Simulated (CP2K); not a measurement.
Crystal: MoS2.

```
CELL_PARAMETERS angstrom
3.22746 0.00000 0.00000
-1.61373 2.79507 0.00000
0.00000 0.00000 6.31247
ATOMIC_POSITIONS crystal
Mo 0.00000 0.00000 0.50000
S 0.66667 0.33333 0.74468
S 0.33333 0.66667 0.25532
```

Measurements of this composition are mostly on another form, of space group No. 194.

Program: CP2K 2026.2. Alike in all runs: no spin polarisation; cell as given.

Problem. Order these runs on this cell by their pressure, lowest first.
A. level r2SCAN; potentials or basis POTENTIAL_UZH Mo GTH-SCAN-q14, S GTH-SCAN-q6; TZVP-MOLOPT-SCAN-GTH basis; k mesh 9 × 9 × 4; smearing fermi-dirac 0.01 eV; EPS_DEFAULT 1.0E-9; NGRIDS 4; points a segment of the path (NPOINTS) 6; bands added on the path 2; CUTOFF of the grids 675 Ry
B. level PBEsol; potentials or basis POTENTIAL_UZH Mo GTH-PBE-q14, S GTH-PBE-q6; TZVP-MOLOPT-PBE-GTH basis; k mesh 9 × 9 × 4; smearing fermi-dirac 0.05 eV; EPS_DEFAULT 1.0E-10; NGRIDS 4; CUTOFF of the grids 450 Ry
C. level LDA; potentials or basis GTH_POTENTIALS Mo GTH-PADE-q14, S GTH-PADE-q6; DZVP-MOLOPT-SR-GTH basis; k mesh 7 × 7 × 4; smearing fermi-dirac 0.05 eV; EPS_DEFAULT 1.0E-10; NGRIDS 4; CUTOFF of the grids 450 Ry
D. level TASK; potentials or basis POTENTIAL_UZH Mo GTH-SCAN-q14, S GTH-SCAN-q6; TZVP-MOLOPT-SCAN-GTH basis; k mesh 9 × 9 × 4; smearing fermi-dirac 0.1 eV; EPS_DEFAULT 1.0E-10; NGRIDS 5; points a segment of the path (NPOINTS) 6; bands added on the path 4; CUTOFF of the grids 675 Ry

Solution. C (-5.4 GPa), B (-1.6 GPa), A (1.1 GPa), D (6.0 GPa).

Caveats: the basis of atomic orbitals isn't converged, which shifts pressures, moduli and gaps; the potentials were made for another functional, which shifts forces and pressure (some runs); this functional lacks dispersion, which binds the layers, so the pressure and a relaxed spacing across them are unreliable (some runs).
